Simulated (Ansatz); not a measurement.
# 2H-MoTe2 monolayer in a perpendicular field, part 2 of 3

Aim: how the 2H-MoTe2 monolayer screens a field along its normal, and what the field does to its bands. A positive field points along +c.

Ansatz 0.2.0; plane-wave DFT, PBE-D4, Ansatz PAW.

So far. Step 2 (Relaxing the slab): The lattice constant a goes from 3.550 to 3.503 Å.

**3. Single point, field 0**

A sawtooth potential applies the field, turning back in the middle of the vacuum. With the dipole correction the typed value is the field outside the slab. The induced dipole is small, so the SCF threshold is tight.

The cell differs from the one that the last finished run ended in (c 31.348 → 21.630 Å).

input.yaml

```yaml
crystal:
  lattice:
    - [3.502931615, 0.0, 0.0]
    - [-1.7514658075, 3.0336277663, 0.0]
    - [0.0, 0.0, 21.6296998526]
  atoms:
    - { symbol: Te, position: [0.3333333333, 0.6666666667, 0.4160945395] }
    - { symbol: Mo, position: [0.0, 0.0, 0.5] }
    - { symbol: Te, position: [0.3333333333, 0.6666666667, 0.5839054605] }
kpoints:
  mp_grid: { grid: [18, 18, 1] }
  band_path:
    path: [[0, 0, 0], [0.5, 0, 0], [0.33333333, 0.33333333, 0], [0, 0, 0]]
    npoints: 16
hamiltonian:
  xc: pbe
  dispersion: d4
scf:
  occupations: { method: fermi_dirac, width: 0.05 }
  convergence: { dr2_threshold: 1.0e-10 }
efield:
  axis: 3
  dipole_correction: true
  ramp_position: 0.97
  ramp_width: 0.06
  amplitude: 0
output:
  dos: { projected: true, e_range: [-6, 5] }
  bader: true
  write_potential: true
  write_density: true
  volumetric_format: npy
  elf: true
```

Launch:

```
ansatz run input.yaml --threads 2 --pin off --max-ram 3072MiB --backend cpu --events-out ev --progress --plain --runs-dir out
```

Numbers of over 12 decimals in the logs are rounded to 6 here.

The log of the run:

```text
[...]
Crystal: 3 atoms, lattice volume = 229.850 Å³
Basis set: ecut = 420 eV, 4471 PW (Γ)
Bands: 28, of which v1, the nominal top of the filled ones, is band 23 counted from 1 (22 counted from 0)
Symmetry: 6 space group operations
k-points: 37 of 324 (time reversal used)
[...]
SCF iter   1: F=—  HF=-18918.024958 eV  |F-HF|=—  |Δ(HF+E_count)|=         —  Δρ=2.83e-3  dr2=7.23e-3  ethr=1.77e-3  p=0.000 e·Å  D=3.82e-14 V/Å  ΔV_dip=-0.00 eV  dr2_dipole=3.07e-8  V_vac-E_F(+/−)=4.37/4.37 eV  ⟨swp⟩=9.8  Hψ=5424  notcnv=0
efield: sawtooth ramp at fractional position 0.9700 (set: `efield.ramp_position`, or a place that a band, a saddle search or an elastic batch's reference lends), width 0.0600; the density the first Hamiltonian is built on has a dipole p = 0.000 e·Å; the dipole correction subtracts the counter field D = 3.82e-14 V/Å, which shifts the + side's vacuum level by -0.00 eV against the − side's; the planar-averaged density in the ramp window peaks in size at 1.6e-5 e/Å³
[...]
SCF iter   2: F=—  HF=-18918.029339 eV  |F-HF|=—  |Δ(HF+E_count)|=   4.38e-3  Δρ=1.54e-3  dr2=2.99e-3  ethr=1.57e-5  p=0.000 e·Å  D=3.48e-5 V/Å  ΔV_dip=-0.00 eV  dr2_dipole=2.40e-7  V_vac-E_F(+/−)=4.30/4.30 eV  ⟨swp⟩=2.1  Hψ=1938  notcnv=0  defer=6
[...]
SCF iter  11: F=-18918.031759 eV  HF=-18918.031759 eV  |F-HF|=7.28e-12  |Δ(HF+E_count)|=  1.06e-10  Δρ=5.49e-8  dr2=1.01e-11  ethr=1.00e-12  p=0.000 e·Å  D=4.33e-8 V/Å  ΔV_dip=-0.00 eV  dr2_dipole=3.60e-18  V_vac-E_F(+/−)=4.25/4.25 eV  ⟨swp⟩=5.5  Hψ=3127  notcnv=0
SCF 1 converged in 11 iterations: F = -18918.031759 eV  dr2 = 1.01e-11
[...]
NSCF: frozen V_eff on 49 k-points
efield: sawtooth ramp at fractional position 0.9700 (kept from the solve that this one continues, or follows in the run), width 0.0600; the density the first Hamiltonian is built on has a dipole p = 0.000 e·Å; the dipole correction subtracts the counter field D = 4.33e-8 V/Å, which shifts the + side's vacuum level by -0.00 eV against the − side's; the planar-averaged density in the ramp window peaks in size at 3.8e-6 e/Å³
WARN: The output density's exchange-correlation potential varies sharply where the density is thin. Do not read a vacuum level from v_tot or v_xc, or from such a field of the output density. On a cell that repeats whose density bears no net charge and no dipole along the vacuum's axis use v_es (v_loc + v_h of the components); under efield.dipole_correction with no amplitude use v_es + v_field, which holds any externa [...]
SCF converged after 11 iterations
Free energy (F): -18918.031759 eV
[...]
Internal energy: -18918.031758 eV  (E = F + TS)
E sigma→0 (E₀):  -18918.031758 eV
Entropy (-TS):   -0.000001 eV (-0.000 meV/atom)
Fermi energy:    1.341247 eV
Dipole field:    D = 0.000000 V/Å  (p = 0.000000 e·Å, saw-weighted, corrected)
Work function:   Φ+ = 4.2526 eV   Φ− = 4.2526 eV
Levels:          The Fermi level and band energies are counted from a zero that moves with the ramp; work functions are not
[...]
--- Band table (eV; the first three rows and the last of 37) ---
  k-point 0: bands = [... 19 lower, -0.8378, -0.0579, -0.0579, 0.1871, 3.9687, 3.9687, 4.2452, 4.2452, ... 1 higher]
  k-point 1: bands = [... 19 lower, -0.8010, -0.1176, -0.0232, 0.1882, 3.7617, 3.9429, 4.0051, 4.1447, ... 1 higher]
  k-point 2: bands = [... 19 lower, -0.6932, -0.2805, 0.0105, 0.1798, 3.3341, 3.3416, 3.8808, 4.0987, ... 1 higher]
  k-point 36: bands = [... 19 lower, -2.2713, -2.1667, -1.0355, 0.7648, 1.9543, 2.5852, 3.3748, 4.9364, ... 1 higher]
--- Bader charges: 3 sites ---
  site symbol  charge [e]  shift [e]
     0     Te     -0.2986     0.0003
     1     Mo      0.5973     0.0006
     2     Te     -0.2986     0.0003
  estimated error of the sums over rays = 5.3e-4 e
```

The job ended after 50 s (2 threads of Arm Neoverse N1, shared host; peak memory 0.58 GiB; 99 s of CPU time).

In the SCF lines HF is the Harris–Foulkes energy and dr2 the Hartree energy of the density residual, in eV; the loop may stop once dr2 is under the threshold and the program's other checks hold. Hψ counts applications of the Hamiltonian.

Numbers from this step:

| Property | Result |
| --- | --- |
| dipole along the normal | 5.20e-8 e·Å |
| gap along the path | 1.189 eV |
| smallest direct gap along the path | 1.189 eV |
| ionisation energy, upper face | 4.829 eV |
| electron affinity, upper face | 3.640 eV |
| gap, the smaller of path and mesh | 1.189 eV |

Running mean over a fixed 2.7 Å (it still follows the layers) of the planar mean; the ramp of the sawtooth is left out. Table of electron's electrostatic potential energy less the Fermi level by z:

```
z (Å)  electron's electrostatic potential energy less the Fermi level (eV)
 2.88                                                                 4.25
 3.32                                                                 4.25
 3.75                                                                 4.25
 4.18                                                                 4.25
 4.61                                                                 4.25
 5.05                                                                 4.25
 5.48                                                                 4.23
 5.91                                                                 4.18
 6.34                                                                 4.01
 6.78                                                                 3.43
 7.21                                                                 2.21
 7.64                                                                 1.32
 8.08                                                                0.361
 8.51                                                                -1.09
 8.94                                                                -2.69
 9.37                                                                -5.00
 9.81                                                                -6.83
10.24                                                                -7.76
10.67                                                                -8.47
10.96                                                                -8.47
11.39                                                                -7.76
11.82                                                                -6.83
12.26                                                                -5.00
12.69                                                                -2.69
13.12                                                                -1.09
13.55                                                                0.361
13.99                                                                 1.32
14.42                                                                 2.21
14.85                                                                 3.43
15.29                                                                 4.01
15.72                                                                 4.18
16.15                                                                 4.23
16.58                                                                 4.25
17.02                                                                 4.25
17.45                                                                 4.25
17.88                                                                 4.25
18.31                                                                 4.25
18.75                                                                 4.25
```

The density of states has structure finer than the step of the table below, so its rows give means over 0.25 eV, whole bins alone (the curve runs from -6 to 2.6 eV). Peaks (eV: height): -5.150: 7.72, -3.930: 8.93, -3.490: 6.56, -2.280: 7.24, 0.860: 7.74, 0.950: 9.81, 1.220: 9.85.

Density of states against energy, zero at the Fermi level of the run, which the smearing sets inside the gap; means over each step:

```
energy (eV)  density of states (states/eV a cell)
      -5.75                                 0.906
      -5.50                                  1.59
      -5.25                                  3.16
      -5.00                                  3.25
      -4.75                                  2.13
      -4.50                                 0.678
      -4.25                                 0.825
      -4.00                                  4.45
      -3.75                                  2.66
      -3.50                                  2.94
      -3.25                                  2.74
      -3.00                                  2.73
      -2.75                                  2.50
      -2.50                                  1.76
      -2.25                                  4.24
      -2.00                                  3.68
      -1.75                                  3.67
      -1.50                                  2.52
      -1.25                                  4.02
      -1.00                                  2.42
      -0.75                                  2.59
      -0.50                                0.0937
      -0.25                                     0
       0.00                                     0
       0.25                                     0
       0.50                               0.00994
       0.75                                  3.63
       1.00                                  3.23
       1.25                                  4.88
       1.50                                  3.94
       1.75                                  3.10
       2.00                                  1.84
       2.25                                  1.29
```

Projected DOS per atom over height of the atomic layer and energy from the Fermi level. Layers: Te Mo Te from below.

Ten even steps from '0' (0.00 states/eV) to '9' (2.83 states/eV), each cell a mean:
```
111
121
363
292
292
000
000
000
131
161
242
353
343
232
242
323
444
111
111
434
212
101
```
Columns: height of the atomic layer (Å) from 9 to 12.6; rows upwards: energy from the Fermi level (eV) from -5.96 to 2.59.

Electronic bands along the path, in eV, zero at the Fermi level of the run, which the smearing sets inside the gap:

```
  point  band 20  band 21  band 22  band 23  band 24  band 25  band 26  band 27
      Γ    -2.18    -1.40    -1.40    -1.15     2.63     2.63     2.90     2.90
halfway    -2.23    -1.79    -1.53    -1.42     0.91     1.66     1.69     3.02
      M    -2.85    -2.30    -1.36    -0.79     0.93     1.22     2.74     3.15
halfway    -3.29    -2.69    -2.27    -0.76     0.89     1.51     1.84     3.16
      K    -3.61    -3.51    -2.38    -0.58     0.61     1.24     2.03     3.60
halfway    -3.09    -2.06    -1.43    -1.14     0.71     1.31     1.43     2.91
      Γ    -2.18    -1.40    -1.40    -1.15     2.63     2.63     2.90     2.90
```

Electrostatic potential energy in the ca plane at fractional y = 0.667, with atoms of Te within 0.2 Å of it. With pseudopotentials it is smooth inside the atoms' cores, unlike the true potential.

Values in eV, 5 rows by 16 columns, each cell a mean:
```
  6   6   6   6   6   5   3   2  -4  -6   1   3   5   6   6   6
  6   6   6   6   6   5   0  -5  -2  -3  -5  -2   5   6   6   6
  6   6   6   6   6   4  -7   1  -4  -2  -3  -6   3   6   6   6
  6   6   6   6   6   4  -4  11  -6  -2   5  -1   3   6   6   6
  6   6   6   6   6   5  -5 -11  -2  -1 -10  -7   4   6   6   6
```
Columns run along c (16.0 Å, from fractional 0.09 to 0.83 of the cell; values clipped at the 3rd and 97th percentile), rows up along a (3.5 Å). Atoms in or near the plane, at fractional coordinates: Te at (0.42, 0.33), Te at (0.58, 0.33).

ELF in the ca plane at fractional y = 0.667, with atoms of Te within 0.2 Å of it. It is the smooth field of the valence electrons, not physical close to the nuclei.

Ten even steps from '0' (0.00) to '9' (0.85), each cell a mean:
```
00000000000000001234442122124443210000000000
00000000000000000122332122123321100000000000
00000000000000124566664222246666542100000000
00000000000002478865566422466556887420000000
00000000000024799751135522553125799742000000
00000000000126899720014422541002799852100000
00000000000025899730025522542003799852000000
00000000000013689864356522565346898631000000
00000000000001257776665322366667764210000000
```
Columns run along c (16.0 Å, from fractional 0.09 to 0.83 of the cell), rows up along a (3.5 Å). Atoms in or near the plane, at fractional coordinates: Te at (0.42, 0.33), Te at (0.58, 0.33).

Valence density in the ca plane at fractional y = 0.667, with atoms of Te within 0.2 Å of it. It is the smooth field of the valence electrons, not physical close to the nuclei.

Values in units of 1e0 e/Å³, 5 rows by 16 columns, each cell a mean:
```
0.0 0.0 0.0 0.0 0.0 0.0 0.1 0.2 0.3 0.4 0.2 0.1 0.0 0.0 0.0 0.0
0.0 0.0 0.0 0.0 0.0 0.0 0.2 0.4 0.3 0.3 0.4 0.3 0.0 0.0 0.0 0.0
0.0 0.0 0.0 0.0 0.0 0.1 1.6 5.0 0.4 0.3 4.1 2.6 0.1 0.0 0.0 0.0
0.0 0.0 0.0 0.0 0.0 0.1 2.6 8.7 0.5 0.3 7.0 4.4 0.1 0.0 0.0 0.0
0.0 0.0 0.0 0.0 0.0 0.0 0.4 1.0 0.3 0.3 0.9 0.6 0.1 0.0 0.0 0.0
```
Columns run along c (16.0 Å, from fractional 0.09 to 0.83 of the cell), rows up along a (3.5 Å). Atoms in or near the plane, at fractional coordinates: Te at (0.42, 0.33), Te at (0.58, 0.33).

The gap is 1.19 eV, with the valence edge 4.83 eV and the conduction edge 3.64 eV under the upper vacuum level. Spin-orbit coupling, left out in this run, matters for the bands of elements this heavy.

**4. Atoms held, field 0.03 V/Å**

Changes to input.yaml since step 3:

```diff
@@ -25,6 +25,4 @@
   ramp_width: 0.06
-  amplitude: 0
+  amplitude: 0.03
 output:
-  dos: { projected: true, e_range: [-6, 5] }
-  bader: true
   write_potential: true
@@ -32,2 +30 @@
   volumetric_format: npy
-  elf: true
```

The log of the run:

```text
[...]
Crystal: 3 atoms, lattice volume = 229.850 Å³
Basis set: ecut = 420 eV, 4471 PW (Γ)
Bands: 28, of which v1, the nominal top of the filled ones, is band 23 counted from 1 (22 counted from 0)
Symmetry: 6 space group operations
k-points: 37 of 324 (time reversal used)
[...]
k-point 0: bands = [... 19 lower, -0.8379, -0.0579, -0.0579, 0.1871, 3.9686, 3.9686, 4.2451, 4.2451, ... 1 higher]
  k-point 1: bands = [... 19 lower, -0.8010, -0.1176, -0.0233, 0.1882, 3.7616, 3.9428, 4.0051, 4.1446, ... 1 higher]
  k-point 2: bands = [... 19 lower, -0.6932, -0.2805, 0.0104, 0.1798, 3.3330, 3.3426, 3.8808, 4.0987, ... 1 higher]
  k-point 36: bands = [... 19 lower, -2.2714, -2.1667, -1.0355, 0.7648, 1.9542, 2.5851, 3.3748, 4.9363, ... 1 higher]
[key lines of the parts left out:]
SCF converged after 13 iterations
Free energy (F): -18918.031926 eV
Fermi energy:    1.341192 eV
Dipole field:    D = 0.008776 V/Å  (p = 0.011147 e·Å, saw-weighted, corrected)
```

Elapsed: 38 s, on 2 threads; peak memory 0.55 GiB.

The dipole is 0.0111 e·Å, and the gap 1.189 eV.

**5. Atoms held, field -0.03 V/Å**

Changes to input.yaml since step 4:

```diff
@@ -25,3 +25,3 @@
   ramp_width: 0.06
-  amplitude: 0.03
+  amplitude: -0.03
 output:
```

The log of the run:

```text
[...]
Crystal: 3 atoms, lattice volume = 229.850 Å³
Basis set: ecut = 420 eV, 4471 PW (Γ)
Bands: 28, of which v1, the nominal top of the filled ones, is band 23 counted from 1 (22 counted from 0)
Symmetry: 6 space group operations
k-points: 37 of 324 (time reversal used)
[...]
k-point 0: bands = [... 19 lower, -0.8379, -0.0579, -0.0579, 0.1871, 3.9686, 3.9686, 4.2451, 4.2451, ... 1 higher]
  k-point 1: bands = [... 19 lower, -0.8010, -0.1176, -0.0233, 0.1882, 3.7616, 3.9428, 4.0051, 4.1446, ... 1 higher]
  k-point 2: bands = [... 19 lower, -0.6932, -0.2805, 0.0104, 0.1798, 3.3330, 3.3426, 3.8808, 4.0987, ... 1 higher]
  k-point 36: bands = [... 19 lower, -2.2714, -2.1667, -1.0355, 0.7648, 1.9542, 2.5851, 3.3748, 4.9363, ... 1 higher]
[key lines of the parts left out:]
SCF converged after 12 iterations
Free energy (F): -18918.031926 eV
Fermi energy:    1.341187 eV
Dipole field:    D = -0.008776 V/Å  (p = -0.011148 e·Å, saw-weighted, corrected)
```

Run time: 40 s. Hardware: 2 threads; peak memory 0.55 GiB; 76 s of CPU time.

The dipole is -0.0111 e·Å, and the gap 1.189 eV.

**6. Single point, field 0.15 V/Å**

Changes to input.yaml since step 5:

```diff
@@ -25,3 +25,3 @@
   ramp_width: 0.06
-  amplitude: -0.03
+  amplitude: 0.15
 output:
```

The log of the run:

```text
[...]
Crystal: 3 atoms, lattice volume = 229.850 Å³
Basis set: ecut = 420 eV, 4471 PW (Γ)
Bands: 28, of which v1, the nominal top of the filled ones, is band 23 counted from 1 (22 counted from 0)
Symmetry: 6 space group operations
k-points: 37 of 324 (time reversal used)
[...]
k-point 0: bands = [... 19 lower, -0.8392, -0.0592, -0.0592, 0.1860, 3.9670, 3.9670, 4.2442, 4.2442, ... 1 higher]
  k-point 1: bands = [... 19 lower, -0.8024, -0.1189, -0.0249, 0.1874, 3.7592, 3.9406, 4.0031, 4.1441, ... 1 higher]
  k-point 2: bands = [... 19 lower, -0.6946, -0.2818, 0.0081, 0.1795, 3.3208, 3.3510, 3.8791, 4.0978, ... 1 higher]
  k-point 36: bands = [... 19 lower, -2.2725, -2.1682, -1.0365, 0.7635, 1.9529, 2.5838, 3.3734, 4.9349, ... 1 higher]
[key lines of the parts left out:]
SCF converged after 12 iterations
Free energy (F): -18918.035939 eV
Fermi energy:    1.339794 eV
Dipole field:    D = 0.043887 V/Å  (p = 0.055747 e·Å, saw-weighted, corrected)
```

Run time: 38 s. Hardware: 2 threads; peak memory 0.56 GiB; 75 s of CPU time.

The dipole is 0.0557 e·Å, and the gap 1.189 eV.

**7. Atoms held, field 0.25 V/Å**

Changes to input.yaml since step 6:

```diff
@@ -25,3 +25,3 @@
   ramp_width: 0.06
-  amplitude: 0.15
+  amplitude: 0.25
 output:
```

The log of the run:

```text
[...]
Crystal: 3 atoms, lattice volume = 229.850 Å³
Basis set: ecut = 420 eV, 4471 PW (Γ)
Bands: 28, of which v1, the nominal top of the filled ones, is band 23 counted from 1 (22 counted from 0)
Symmetry: 6 space group operations
k-points: 37 of 324 (time reversal used)
[...]
k-point 0: bands = [... 19 lower, -0.8416, -0.0616, -0.0616, 0.1842, 3.9640, 3.9640, 4.2425, 4.2425, ... 1 higher]
  k-point 1: bands = [... 19 lower, -0.8048, -0.1213, -0.0279, 0.1859, 3.7546, 3.9349, 3.9995, 4.1429, ... 1 higher]
  k-point 2: bands = [... 19 lower, -0.6970, -0.2842, 0.0039, 0.1791, 3.3074, 3.3573, 3.8760, 4.0962, ... 1 higher]
  k-point 36: bands = [... 19 lower, -2.2747, -2.1710, -1.0384, 0.7610, 1.9505, 2.5814, 3.3709, 4.9323, ... 1 higher]
[key lines of the parts left out:]
SCF converged after 13 iterations
Free energy (F): -18918.043373 eV
Fermi energy:    1.337199 eV
Dipole field:    D = 0.073166 V/Å  (p = 0.092937 e·Å, saw-weighted, corrected)
```

Run time: 41 s. Hardware: 2 threads; peak memory 0.56 GiB.

The dipole is 0.0929 e·Å, and the gap 1.189 eV.

**8. Atoms held, field -0.25 V/Å**

Changes to input.yaml since step 7:

```diff
@@ -25,4 +25,6 @@
   ramp_width: 0.06
-  amplitude: 0.25
+  amplitude: -0.25
 output:
+  dos: { projected: true, e_range: [-6, 5] }
+  bader: true
   write_potential: true
@@ -30 +32,2 @@
   volumetric_format: npy
+  elf: true
```

The log of the run:

```text
[...]
Crystal: 3 atoms, lattice volume = 229.850 Å³
Basis set: ecut = 420 eV, 4471 PW (Γ)
Bands: 28, of which v1, the nominal top of the filled ones, is band 23 counted from 1 (22 counted from 0)
Symmetry: 6 space group operations
k-points: 37 of 324 (time reversal used)
[...]
k-point 2: bands = [... 19 lower, -0.6970, -0.2842, 0.0039, 0.1791, 3.3074, 3.3573, 3.8760, 4.0962, ... 1 higher]
  k-point 36: bands = [... 19 lower, -2.2747, -2.1710, -1.0384, 0.7610, 1.9505, 2.5814, 3.3709, 4.9323, ... 1 higher]
--- Bader charges: 3 sites ---
  site symbol  charge [e]  shift [e]
     0     Te     -0.2835     0.0003
     1     Mo      0.5973     0.0006
     2     Te     -0.3138     0.0003
  estimated error of the sums over rays = 5.7e-4 e
[key lines of the parts left out:]
SCF converged after 13 iterations
Free energy (F): -18918.043373 eV
Fermi energy:    1.337200 eV
Dipole field:    D = -0.073166 V/Å  (p = -0.092937 e·Å, saw-weighted, corrected)
```

Elapsed: 56 s, on 2 threads; peak memory 0.56 GiB.

The dipole is -0.0929 e·Å, and the gap 1.189 eV.

(Continued in part 3 of 3.)

[Logs are printed without paths, hosts, clocks, repeated set-up lines and the standing remarks that a program may print on its own settings, such as how far it seeks lower states.]

[Hosts, paths, dates, database ids (printed as entryN), source tags and the programs' standing remarks are cut or masked in the printed files.]

[Maps of the electrostatic potential energy from Ansatz leave out the sawtooth potential of an applied field or a dipole correction, so their vacuum need not be flat; planar profiles and work functions include it.]

[The density of states shown here was stored with 400 of the rows of the run's finer table, so its peaks can read low, often by over a quarter, or be missed, and its means over a window can be off by a tenth or more.]
